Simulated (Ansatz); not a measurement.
# TiAl: the cost of one run

Computed with Ansatz 0.2.0 (DFT LDA, scalar-relativistic, plane waves, PAW, unless a step's input says otherwise).

4 further runs of the same task are left out: 3 that didn't finish, 1 set aside as unsound or not needed.

### Step 1. The system as given

Symmetry: P-6m2, No. 187, hexagonal system. The conventional cell has a = 2.812 Å, b = 2.812 Å, c = 4.590 Å, α = 90.00°, β = 90.00°, γ = 120.00°. Around Ti (site symmetry -6m2) lie 6 Al at 2.81 Å and 6 Ti at 2.81 Å. Around Al (site symmetry -6m2) lie 6 Ti at 2.81 Å and 6 Al at 2.81 Å.

As a file:

```xyz
2
Lattice="2.8120 0.0000 0.0000 -1.4060 2.4353 0.0000 0.0000 0.0000 4.5900" Properties=species:S:1:pos:R:3 pbc="T T T"
Ti    0.0000    0.0000    0.0000
Al    0.0000    1.6235    2.2950
```

It goes back to an entry of the Materials Project, which need not be the stable form.

It is the result of an earlier relaxation at this level (volume 15.72 Å³/atom; gap on the mesh: none (metal)).

### Step 5. Plan of the scan

The energy is mapped over two normal modes frozen in (zone-centre modes of the cell shown, which folds in the wave vector (0, 1/2, 1/2) of the primitive cell).

First coordinate, amplitude of mode 6 (183 cm⁻¹), largest displacement: 5 values from −0.170 Å. Second coordinate, amplitude of mode 11 (315 cm⁻¹), largest displacement: 5 values from −0.113 Å.

Nothing else is relaxed (the cell and all other modes fixed). Energies count from the relaxed high-symmetry cell. Points are written as (first, second).

The patterns, per unit of each coordinate (Å):

```
atom      x1     y1     z1     x2      y2      z2
 Ti1  -0.564  0.000  0.000  0.000   0.000   0.328
 Ti2  -0.564  0.000  0.000  0.000   0.000  -0.328
 Al3   1.000  0.000  0.000  0.000   1.000   0.000
 Al4   1.000  0.000  0.000  0.000  -1.000   0.000
```

(The set-up runs are not shown.)

### Step 6. Grid point (−0.170 Å, −0.113 Å)

File input.yaml:

```yaml
crystal:
  lattice:
    - [-2.8120068102, 0.0, 0.0]
    - [0.0, 4.8705386665, 0.0]
    - [1.4060034051, -2.4352693333, -4.5900455634]
  atoms:
    - { symbol: Ti, position: [0.4699553996, 0.5040325328, 0.0080650657] }
    - { symbol: Ti, position: [-0.0381096661, -0.0040325328, -0.0080650657] }
    - { symbol: Al, position: [0.8104550456, 0.0601326141, 0.5] }
    - { symbol: Al, position: [0.3104550456, 0.6065340525, 0.5] }
basis:
  ecutwfc: 520.0
kpoints:
  mp_grid: { grid: [16, 16, 16] }
hamiltonian:
  xc: lda
  pseudopotentials: { kind: paw, azcp: { folder: soft_1 } }
scf:
  occupations: { method: gaussian, width: 0.15 }
output:
  forces: true
  stress: true
  eigenvalues: true
```

Started as:

```
$ ansatz run input.yaml --threads 2 --pin off --max-ram 4096MiB --backend cpu --events-out ev --progress --plain --runs-dir out
```

Q: Estimate wall time and peak memory on 2 threads of Arm Neoverse N1, shared host.

About 2.1 min, with a peak of 1.6 GiB.
